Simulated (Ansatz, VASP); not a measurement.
# AlP in two plane-wave programs

One calculation is typed for both programs; each brings its own data sets. How far apart do they land? The cell is taken from a series of runs on this material, whose earlier steps may have relaxed, scaled, displaced or heated it; both programs get it as it stands.

Calculated with Ansatz 0.2.0; plane waves, with VASP 6.6.1 beside it; single point at LDA.

### Step 1. Starting point

The cell holds 6 atoms: 3 Al and 3 P. Its edges and angles: a = 3.854 Å, b = 5.451 Å, c = 31.600 Å, α = 90.0°, β = 90.0°, γ = 90.0°. It derives from AlP. Vacuum lies along c.

### Step 2. Ansatz: single point, LDA, pair 1

Ansatz runs on its PAW soft_1 files.

A single point gives forces, pressure and levels at one fixed geometry, so differences don't come from the geometry; what else differs is listed under the comparison.

File input.yaml:

```yaml
crystal:
  lattice:
    - [3.8544390642, 0.0, 0.0]
    - [0.0, 5.451, 0.0]
    - [0.0, 0.0, 31.6]
  atoms:
    - { symbol: Al, position: [0.0, 0.0383532066, 0.4507763172] }
    - { symbol: P, position: [0.5, 0.2501740237, 0.433693182] }
    - { symbol: Al, position: [0.5, 0.4581954015, 0.5] }
    - { symbol: P, position: [0.0, 0.7147501378, 0.5] }
    - { symbol: Al, position: [0.0, 0.0383532066, 0.5492236828] }
    - { symbol: P, position: [0.5, 0.2501740237, 0.566306818] }
  periodic: [true, true, false]
kpoints:
  mp_grid: { grid: [8, 6, 1] }
hamiltonian:
  xc: lda
  pseudopotentials: { kind: paw, azcp: { folder: soft_1 }, xc_functional: pbe }
scf:
  occupations: { method: fixed }
  n_extra_bands: 6
output:
  eigenvalues: true
  band_densities: [{ e_range: [-0.08, 0] }, { e_range: [0.27, 0.4] }]
  volumetric_format: npy
```

Command:

```bash
> ansatz run input.yaml --threads 8 --pin off --max-ram 17510MiB --backend cpu --events-out ev --progress --plain --runs-dir out
```

Numbers of over 12 decimals in the logs are rounded to 6 here.

What it wrote:

```text
scf.n_extra_bands = 6 over 12 filled bands (N_el = 24.0): the run solves 18 bands
Engine: ansatz 0.2.0, aarch64-unknown-linux-gnu
Pseudopotentials: kind: paw
Pseudopotential: Al, paw, valence charge 3, recommended cutoff 420 eV (normal), soft_1/Al.paw.azcp
Pseudopotential: P, paw, valence charge 5, recommended cutoff 420 eV (normal), soft_1/P.paw.azcp
Functional definition: SPW92
  exchange = slater_x
  correlation = pw_c
Crystal: 6 atoms, lattice volume = 663.933 Å³
Basis set: ecut = 420 eV, 12991 PW (Γ)
Bands: 18, of which v1, the nominal top of the filled ones, is band 12 counted from 1 (11 counted from 0)
Symmetry: 4 space group operations
Space group: Pmm2 (ITA 25), of the structure as read, at distance tolerance 8.7e-5 Å
k-points: 20 of 48 (time reversal used)
Non-local potential: Al, projectors of the file, l = 0: 2, l = 1: 2, l = 2: 1
Non-local potential: P, projectors of the file, l = 0: 2, l = 1: 2, l = 2: 1
PAW form: soft (Blöchl's): semilocal exchange-correlation on the pseudo side does not see the compensation charge
PAW frozen core: Al, regenerated for the run's functional, and the local potential with it (the file was generated under x = pbe(κ = 0.804, μ = 0.219515), c = pbe(β = 0.066725))
PAW frozen core: P, regenerated for the run's functional, and the local potential with it (the file was generated under x = pbe(κ = 0.804, μ = 0.219515), c = pbe(β = 0.066725))
PAW one-centre angular grid: Al, 110 points (default); XC on 64 Gauss nodes
PAW one-centre angular grid: P, 110 points (default); XC on 64 Gauss nodes
Initial density: superposition of atomic densities (neutral atoms: chi_scale 0, normalization atom)
Initial wavefunctions: pseudopotential atomic-orbital guess
Functional: x = slater, c = lda
SCF iter   1: F=—  HF=-3719.179879 eV  |F-HF|=—  |Δ(HF+E_count)|=         —  Δρ=2.14e-2  dr2=5.84e0  ethr=3.10e-3  ⟨swp⟩=7.6  Hψ=2489  notcnv=0  defer=72
preconditioner: auto → Resta (q_TF=auto, 1.569 Å⁻¹)  ε∞=1.7  [insulator: Δε(μ)=1.193 eV  Ē_g=8.259 eV  n_scr=36 (ndim 8)  ℏωp=7.1 eV  f_vac=0.719  ε∞_Penn≈1.7  vacuum switching on, ρ_ref=4.9e-3 e/Å³]
SCF iter   2: F=—  HF=-3717.244399 eV  |F-HF|=—  |Δ(HF+E_count)|=    1.94e0  Δρ=7.85e-3  dr2=4.13e-1  ethr=3.10e-3  ⟨swp⟩=5.0  Hψ=1166  notcnv=0  defer=70
SCF iter   3: F=—  HF=-3717.125144 eV  |F-HF|=—  |Δ(HF+E_count)|=   1.19e-1  Δρ=2.84e-3  dr2=6.04e-2  ethr=1.72e-3  ⟨swp⟩=3.0  Hψ=558  notcnv=0  defer=79
SCF iter   4: F=—  HF=-3717.111864 eV  |F-HF|=—  |Δ(HF+E_count)|=   1.33e-2  Δρ=7.74e-4  dr2=1.19e-2  ethr=2.51e-4  ⟨swp⟩=4.0  Hψ=794  notcnv=0  defer=80
SCF iter   5: F=—  HF=-3717.109332 eV  |F-HF|=—  |Δ(HF+E_count)|=   2.53e-3  Δρ=1.95e-4  dr2=6.25e-4  ethr=4.95e-5  ⟨swp⟩=2.8  Hψ=555  notcnv=0  defer=80
SCF iter   6: F=—  HF=-3717.109264 eV  |F-HF|=—  |Δ(HF+E_count)|=   6.80e-5  Δρ=9.11e-5  dr2=6.91e-5  ethr=2.61e-6  ⟨swp⟩=3.4  Hψ=785  notcnv=0  defer=80
SCF iter   7: F=—  HF=-3717.109255 eV  |F-HF|=—  |Δ(HF+E_count)|=   8.64e-6  Δρ=2.36e-5  dr2=5.10e-6  ethr=2.88e-7  ⟨swp⟩=2.8  Hψ=603  notcnv=0  defer=80
SCF iter   8: F=—  HF=-3717.109256 eV  |F-HF|=—  |Δ(HF+E_count)|=   9.89e-7  Δρ=5.68e-6  dr2=4.39e-7  ethr=2.12e-8  ⟨swp⟩=2.9  Hψ=727  notcnv=0  defer=80
SCF iter   9: F=-3717.109256 eV  HF=-3717.109256 eV  |F-HF|=6.06e-9  |Δ(HF+E_count)|=   5.22e-8  Δρ=1.37e-6  dr2=2.65e-8  ethr=4.17e-10  ⟨swp⟩=19.6  Hψ=2759  notcnv=0
SCF 1 converged in 9 iterations: F = -3717.109256 eV  dr2 = 2.65e-8
  greatest PAW one-centre occupation: 0.791 electrons in one spin orbital (limit 2), on the P atom at site 5 (counted from 0), in its partial waves of l = 0
SCF converged after 9 iterations
Free energy (F): -3717.109256 eV
Harris-Foulkes:  -3717.109256 eV  (|F-HF|=6.06e-9)
Internal energy: -3717.109256 eV  (E = F + TS)
E sigma→0 (E₀):  -3717.109256 eV
Fermi energy:    -5.722538 eV
--- Per-component energies (eV) ---
  E_band       = -237.105990
  E_kinetic    = 269.732799
  E_local      = -15152.327696  (includes V_loc(G=0)·N_el)
  E_nonlocal   = 134.017966
  E_hartree    = 7407.791923
  E_xc         = -325.210071
  E_vxc        = -267.618953  (∫ρ·V_xc dr)
  E_paw        = -2923.625927  (= ΣΔE_a)
  E_vpaw       = -36.489151  (= ΣTr[D̂ρ^β])
  E_aug_tail   = -0.000011  (compensation charges beyond the density's cutoff)
  E_ewald      = 6871.992557
  E_core_change = 0.519205  (= ΣΔE_core)
  E_smearing   = -0.000000  (= −TS)
  E_closure    = 0.000000  (closes the sum)
  Σ components = -3717.109256   (vs F -3717.109256, Δ=0.00e0)
--- Band table (eV; the first three rows and the last of 20) ---
  k-point 0: bands = [... 8 lower, -6.5499, -6.3692, -6.2950, -5.9061, -4.0647, -3.6515, -2.2157, -2.1729, ... 2 higher]
  k-point 1: bands = [... 8 lower, -6.5398, -6.5394, -6.2308, -6.0488, -3.9627, -3.3063, -2.4517, -2.1124, ... 2 higher]
  k-point 2: bands = [... 8 lower, -6.7679, -6.5194, -6.3983, -5.8997, -3.8336, -2.9480, -2.8338, -1.8233, ... 2 higher]
  k-point 19: bands = [... 8 lower, -7.8454, -7.4351, -6.1411, -5.8868, -4.2798, -2.6329, -2.3561, -1.7643, ... 2 higher]
--- Band densities, each state counted as filled ---
  window                                       electrons  max residual (eV)  cut levels
  e_range: [-0.08, 0]                           0.125000             2.4e-5           0
  e_range: [0.27, 0.4]                          0.041667             1.6e-4           0
```

Reading the cycles: dr2 is the Hartree energy of the density residual (eV), the measure of convergence; HF is the Harris–Foulkes estimate of the energy, which meets the free energy F at convergence.

### Step 3. VASP: single point, LDA, pair 1

The same cell, functional (in two slightly different forms) and mesh now go to VASP, with its own data sets.

Lines of VASP's logs that name or quote its potential files are left out, and so is its time.

File INCAR:

```
SYSTEM = AlP
PREC = Accurate
ENCUT = 400
EDIFF = 1E-06
NELM = 120
ISMEAR = 0
SIGMA = 0.01
LREAL = .FALSE.
ALGO = Normal
GGA = CA
NBANDS = 18
LORBIT = 11
LWAVE = .FALSE.
LCHARG = .FALSE.
ISIF = 2
LDIPOL = .TRUE.
IDIPOL = 3
DIPOL = 0.5 0.5 0.5
LVHAR = .TRUE.
LASPH = .TRUE.
GGA_COMPAT = .FALSE.
EFERMI = MIDGAP
NELMDL = -8
KPAR = 2
```

File POSCAR:

```
AlP
1.0
    3.8544390642      0.0000000000      0.0000000000
    0.0000000000      5.4510000000      0.0000000000
    0.0000000000      0.0000000000     31.6000000000
Al P
3 3
Direct
    0.0000000000      0.0383532066      0.4507763172
    0.5000000000      0.4581954015      0.5000000000
    0.0000000000      0.0383532066      0.5492236828
    0.5000000000      0.2501740237      0.4336931820
    0.0000000000      0.7147501378      0.5000000000
    0.5000000000      0.2501740237      0.5663068180
```

File KPOINTS:

```
Automatic mesh
0
Gamma
8 6 1
0 0 0
```

Potentials, in the order of the species: Al and P (LDA family, release 64).

Command:

```bash
> mpirun -np 2 vasp_std
```

What it wrote:

```text
[banner, memory and clock lines left out]
running    2 mpi-ranks, on    1 nodes
 distrk:  each k-point on    1 cores,    2 groups
 distr:  one band on    1 cores,    1 groups

 POSCAR found type information on POSCAR AlP
 POSCAR found :  2 types and       6 ions
 LDA part: xc-table for (Slater(with rela. corr.)+CA(PZ))
 , standard interpolation
 POSCAR, INCAR and KPOINTS ok, starting setup
 FFT: planning ... GRIDC
 FFT: planning ... GRID_SOFT
 FFT: planning ... GRID
 WAVECAR not read
 entering main loop
       N       E                     dE             d eps       ncg     rms          rms(c)
DAV:   1     0.138523076492E+03    0.13852E+03   -0.59538E+03   720   0.705E+02
DAV:   2    -0.110609686255E+02   -0.14958E+03   -0.14548E+03  1074   0.147E+02
DAV:   3    -0.324357015549E+02   -0.21375E+02   -0.21206E+02   872   0.603E+01
DAV:   4    -0.332356476029E+02   -0.79995E+00   -0.79855E+00  1032   0.150E+01
DAV:   5    -0.332640725411E+02   -0.28425E-01   -0.28422E-01  1164   0.252E+00
DAV:   6    -0.332644033688E+02   -0.33083E-03   -0.33082E-03  1078   0.259E-01
DAV:   7    -0.332644190407E+02   -0.15672E-04   -0.15672E-04  1182   0.564E-02
DAV:   8    -0.332644192573E+02   -0.21664E-06   -0.21665E-06  1046   0.559E-03    0.835E+00
DAV:   9    -0.315629182161E+02    0.17015E+01   -0.31174E+00   786   0.682E+00    0.493E+00
DAV:  10    -0.312495177509E+02    0.31340E+00   -0.13121E+00   902   0.449E+00    0.192E+00
DAV:  11    -0.312252029593E+02    0.24315E-01   -0.12582E-01   974   0.173E+00    0.429E-01
DAV:  12    -0.312247477110E+02    0.45525E-03   -0.94254E-03   950   0.544E-01    0.269E-01
DAV:  13    -0.312255611222E+02   -0.81341E-03   -0.22296E-03   954   0.223E-01    0.116E-01
DAV:  14    -0.312262024299E+02   -0.64131E-03   -0.67309E-04   940   0.111E-01    0.590E-02
[...]
DAV:  21    -0.312291791621E+02   -0.45598E-04   -0.26718E-06   824   0.686E-03    0.340E-03
DAV:  22    -0.312292220420E+02   -0.42880E-04   -0.15142E-06   678   0.453E-03    0.221E-03
DAV:  23    -0.312292359824E+02   -0.13940E-04   -0.36530E-07   738   0.231E-03    0.128E-03
DAV:  24    -0.312292466090E+02   -0.10627E-04   -0.27612E-07   658   0.165E-03    0.685E-04
DAV:  25    -0.312292497808E+02   -0.31718E-05   -0.52075E-08   626   0.850E-04    0.440E-04
DAV:  26    -0.312292521546E+02   -0.23738E-05   -0.24283E-08   534   0.554E-04    0.245E-04
DAV:  27    -0.312292537179E+02   -0.15633E-05   -0.20890E-08   598   0.489E-04    0.371E-04
DAV:  28    -0.312292543126E+02   -0.59470E-06   -0.38051E-09   476   0.298E-04
   1 F= -.31229254E+02 E0= -.31229254E+02  d E =-.464518-119
```

From OUTCAR (step 3):

```text
ion  position               nearest neighbor table
   1  0.000  0.038  0.451-   4 2.31   4 2.31   5 2.35   3 3.11
   2  0.500  0.458  0.500-   5 2.38   5 2.38   6 2.38   4 2.38
   3  0.000  0.038  0.549-   6 2.31   6 2.31   5 2.35   1 3.11
   4  0.500  0.250  0.434-   1 2.31   1 2.31   2 2.38
   5  0.000  0.715  0.500-   1 2.35   3 2.35   2 2.38   2 2.38
   6  0.500  0.250  0.566-   3 2.31   3 2.31   2 2.38

  LATTYP: Found a simple orthorhombic cell.
 ALAT       =     3.8544390642
 B/A-ratio  =     1.4142135624
 C/A-ratio  =     8.1983394921

 Subroutine GETGRP returns: Found  4 space group operations
 (whereof  4 operations were pure point group operations)

The static configuration has the point symmetry C_2v.

 Found     20 irreducible k-points:

   k-points           NKPTS =     20   k-points in BZ     NKDIM =     20   number of bands    NBANDS=     18

   dimension x,y,z NGX =    28 NGY =   36 NGZ =  210
   dimension x,y,z NGXF=    56 NGYF=   72 NGZF=  420

   ENCUT  =  400.0 eV  29.40 Ry    5.42 a.u.   6.29  8.89 51.53*2*pi/ulx,y,z

   NELECT =      24.0000    total number of electrons

 k-points in reciprocal lattice and weights: Automatic mesh
   0.00000000  0.00000000  0.00000000       0.021
   0.12500000  0.00000000  0.00000000       0.042
   0.25000000  0.00000000  0.00000000       0.042
   0.37500000  0.00000000  0.00000000       0.042
   0.50000000  0.00000000  0.00000000       0.021
   0.00000000  0.16666667  0.00000000       0.042
   0.12500000  0.16666667  0.00000000       0.083
   0.25000000  0.16666667  0.00000000       0.083
   0.37500000  0.16666667  0.00000000       0.083
[...]
0.37500000  0.50000000  0.00000000       0.042
   0.50000000  0.50000000  0.00000000       0.021

 dipolmoment           0.000000      0.000000     -0.000000 electrons x Angstroem

 average (electrostatic) potential at core
       1 -81.9844       2 -81.6317       3 -81.9844       4 -91.7843       5 -92.3257
       6 -91.7843

 E-fermi :  -3.6736

 k-point     1 :       0.0000    0.0000    0.0000
  band No.  band energies     occupation
    ...
      8      -5.6399      2.00000
      9      -4.6527      2.00000
     10      -4.4832      2.00000
     11      -4.4064      2.00000
     12      -4.0104      2.00000
     13      -2.1703      0.00000
     14      -1.7550      0.00000
     15      -0.3155      0.00000
     16      -0.2770      0.00000
     17       0.1861      0.00000
    ...

 k-point     2 :       0.1250    0.0000    0.0000
  band No.  band energies     occupation
    ...
      8      -5.9619      2.00000
      9      -5.1341      2.00000
     10      -4.8159      2.00000
     11      -4.4039      2.00000
     12      -4.3379      2.00000
     13      -1.8142      0.00000
     14      -1.2883      0.00000
     15      -0.0140      0.00000
     16       0.0979      0.00000
     17       0.4089      0.00000
    ...

 k-point     3 :       0.2500    0.0000    0.0000
  band No.  band energies     occupation
    ...
      8      -5.7659      2.00000
      9      -5.7027      2.00000
     10      -5.4705      2.00000
     11      -4.5849      2.00000
     12      -4.2167      2.00000
     13      -2.1718      0.00000
     14      -0.7878      0.00000
     15      -0.4202      0.00000
     16      -0.0250      0.00000
     17       0.2354      0.00000
    ...

  Total       -3.1832045     -2.2743674      0.0211070      0.0000000      0.0000000      0.0000000
  in kB       -7.6815820     -5.4884127      0.0509346      0.0000000      0.0000000      0.0000000
  external PRESSURE =      -4.3730200 kB  Pullay stress =       0.0000000 kB

  energy-cutoff  :      400.00
  volume of cell :      663.93
      direct lattice vectors                 reciprocal lattice vectors
     3.854439064  0.000000000  0.000000000     0.259441123  0.000000000  0.000000000
     0.000000000  5.451000000  0.000000000     0.000000000  0.183452578  0.000000000
     0.000000000  0.000000000 31.600000000     0.000000000  0.000000000  0.031645570

 POSITION                                       TOTAL-FORCE (eV/Angst)
 -----------------------------------------------------------------------------------
      0.00000      0.20906     14.24453        -0.000000      0.001001      0.004540
      1.92722      2.49762     15.80000         0.000000     -0.006650      0.000000
      0.00000      0.20906     17.35547         0.000000      0.001001     -0.004540
      1.92722      1.36370     13.70470        -0.000000      0.002181     -0.011105
      0.00000      3.89610     15.80000         0.000000      0.000286      0.000000
      1.92722      1.36370     17.89530         0.000000      0.002181      0.011105
 -----------------------------------------------------------------------------------
    total drift:                               -0.000000     -0.000005     -0.000000

  FREE ENERGIE OF THE ION-ELECTRON SYSTEM (eV)
  ---------------------------------------------------
  free  energy   TOTEN  =       -31.2292543126 eV

  energy  without entropy=      -31.2292543126  energy(sigma->0) =      -31.22925431

 vacuum level on the upper side and lower side of the slab         1.894         1.894

 total charge
# of ion       s       p       d       tot
------------------------------------------
    1        0.440   0.353   0.000   0.793
    2        0.398   0.384   0.000   0.782
    3        0.440   0.353   0.000   0.793
    4        1.056   1.498   0.000   2.554
    5        1.024   1.569   0.000   2.592
    6        1.056   1.498   0.000   2.554
--------------------------------------------------
tot          4.412   5.656   0.000  10.068

[... 3 further parts left out ...]
```

### Step 4. Side by side

Known differences besides the potentials themselves: the two LDA forms differ slightly; fixed occupations in Ansatz, narrow Gaussian smearing in VASP; Ansatz cuts the interaction across the vacuum, VASP repeats the sheet with a dipole correction; the cutoff is 420 eV in Ansatz and 400 eV in VASP; VASP's log shows a relativistic correction to its local exchange, Ansatz's none. Total energies have different zeros and are not compared.

The two programs side by side:

```
              quantity  Ansatz   VASP  difference
gap on the k mesh (eV)   0.326  0.326      -0.001
```

A gap on the mesh is an upper bound, since the band edges may lie between its points. With vacuum in the cell, a pressure given here is an average over mostly empty space and none of the material.

### Step 5. Ansatz: single point, LDA, pair 2

With cell and atoms fixed, the geometry can't cause a difference; cores, projectors, grids and the points listed under the comparison can.

The cell is taken from a series of runs on this material, whose earlier steps may have relaxed, scaled, displaced or heated it; both programs get it as it stands.

input.yaml, the sections that differ from step 2:

```yaml
kpoints:
  mp_grid: { grid: [6, 4, 1] }
  band_path:
    path: [[0, 0, 0], [0.5, 0, 0], [0.5, 0.5, 0], [0, 0.5, 0], [0, 0, 0]]
    npoints: 10
scf:
  occupations: { method: fermi_dirac, width: 0.02 }
  n_extra_bands: 6
output:
  eigenvalues: true
  write_density: true
  write_potential: true
  elf: true
  volumetric_format: npy
# crystal, hamiltonian: as in step 2
```

Command:

```bash
> ansatz run input.yaml --threads 8 --pin off --max-ram 17510MiB --backend cpu --events-out ev --progress --plain --runs-dir out
```

What it wrote:

```text
[...]
Crystal: 6 atoms, lattice volume = 663.933 Å³
Basis set: ecut = 420 eV, 12991 PW (Γ)
Bands: 18, of which v1, the nominal top of the filled ones, is band 12 counted from 1 (11 counted from 0)
Symmetry: 4 space group operations
[...]
k-points: 12 of 24 (time reversal used)
[...]
--- Band table (eV; the first three rows and the last of 12) ---
  k-point 0: bands = [... 8 lower, -6.5475, -6.3672, -6.2932, -5.9039, -4.0641, -3.6508, -2.2151, -2.1717, ... 2 higher]
  k-point 1: bands = [... 8 lower, -6.6976, -6.5273, -6.2054, -6.0705, -3.8694, -3.0959, -2.6670, -1.9824, ... 2 higher]
  k-point 2: bands = [... 8 lower, -6.7205, -6.7180, -6.5066, -5.7207, -3.9180, -2.9431, -2.6161, -1.9202, ... 2 higher]
  k-point 11: bands = [... 8 lower, -7.8433, -7.4332, -6.1389, -5.8843, -4.2796, -2.6322, -2.3558, -1.7626, ... 2 higher]
[key lines of the parts left out:]
SCF converged after 9 iterations
Free energy (F): -3717.101951 eV
Fermi energy:    -5.558498 eV
```

[end of part 1 of 2]

[Lines on the potential files, build, host, timing and source positions are cut from VASP's logs without a mark.]

[Logs are printed without paths, hosts, clocks, repeated set-up lines and the standing remarks that a program may print on its own settings, such as how far it seeks lower states.]

[Hosts, paths, dates, database ids (printed as entryN), source tags and the programs' standing remarks are cut or masked in the printed files.]
